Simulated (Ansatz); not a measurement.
A crystal relaxed with r2SCAN in the plane-wave code Ansatz has space group R-3c:H (No. 167) and a = 5.184 Å, c = 13.689 Å.

```
atom  site       x       y       z
  Li    6a  0.3333  0.6667  0.4167
  Xx    6b  0.6667  0.3333  0.3333
   O   18e  0.3785  0.0000  0.2500
```

The r2SCAN gap is indirect, 2.97 eV (Γ–S₀ (0.41 of the way from Γ) to F), below the direct gap of 3.09 eV at Γ. With HSE06 the valence top lies at Γ–S₀ (0.41 of the way from Γ) and the conduction bottom at F, 3.94 eV higher; the smallest vertical gap, at Γ, is 4.05 eV. The PBE gap is indirect, 2.58 eV (Γ–S₀ (0.40 of the way from Γ) to F), below the direct gap of 2.68 eV at Γ. Meshes: r2SCAN 6×6×6, HSE06 4×4×4, PBE 6×6×6. r2SCAN's ε∞ is 5.5 along x and y, 6.1 along z.

Problem. Which element is Xx?
A. Nb
B. V
C. Sb
D. Ta

Solution. A. Xx is Nb: a 10-atom cell of LiNbO3 (R-3c) from a materials database. Li is surrounded by 3 O at 1.96 Å; Nb is surrounded by 6 O at 1.98 Å; O is surrounded by 1 Li at 1.96 Å and 2 Nb at 1.98 Å.

No spin polarisation and no zero-point or thermal motion.

The runs are scalar-relativistic, without spin-orbit coupling.

Where an edge lies off the special points, it is a point of the mesh or the k point where a search put PBE's edge or least direct gap, reused for the other functionals, whose own edges may lie a little apart; PBE's own value is read along its path and can be a few hundredths of an eV high.

The meshes of the hybrids are coarse, so their gaps aren't converged to the digits shown.
